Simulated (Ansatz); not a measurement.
Consider HfS2 (1T monolayer).

The cell holds 3 atoms: 1 Hf and 2 S. Cell: a = 3.622 Å, b = 3.622 Å, c = 29.000 Å, α = 90.0°, β = 90.0°, γ = 120.0°. Vacuum lies along c.

```xyz
3
Lattice="3.6222 0.0000 0.0000 -1.8111 3.1369 0.0000 0.0000 0.0000 29.0000" Properties=species:S:1:pos:R:3
Hf    0.0000    0.0000   14.5000
S     0.0000    2.0913   15.9530
S     1.8111    1.0456   13.0470
```

The structure was relaxed with PBE-D3(BJ). At the settings of the band run the largest force is still 0.07 eV/Å. The runs that relaxed it are not among those shown. Spin-orbit coupling is left out unless a run names it.

Gaps computed with Ansatz 0.2.0 without a self-energy: PBE 1.22 eV and HSE06 2.06 eV.

Question: Estimate the G0W0@PBE gap with 6×6×1 mesh, 438 empty bands, screening to 70 eV, PAW set soft_1 files.

About 2.37 eV: on its mesh the run moves the gap from 1.22 eV by +1.16 eV. Among the scalar-relativistic levels given, HSE06 is nearest (−0.31 eV). Bands and cutoff are finite, so the gap is not at the basis limit. The miss can reach some tenths of an eV and take either sign; the mesh is an error of its own. The mesh in the plane is coarse for a sheet; gap and any exciton binding can still move on denser ones. The many-body steps are scalar-relativistic: spin-orbit coupling is not in them.

[Paths, hosts, dates, memory and timing lines, banners, echoed tables and standing remarks are left out of the program output.]

[Logs are printed without paths, hosts, clocks, repeated set-up lines and the standing remarks that a program may print on its own settings, such as how far it seeks lower states.]

[Runs of the session that timed out or met a known fault of the program may be left out.]

[Cells called generated may have been cut or substituted from an entry of the Crystallography Open Database or the Materials Project.]

[Hosts, paths, dates, database ids (printed as entryN), source tags and the programs' standing remarks are cut or masked in the printed files.]
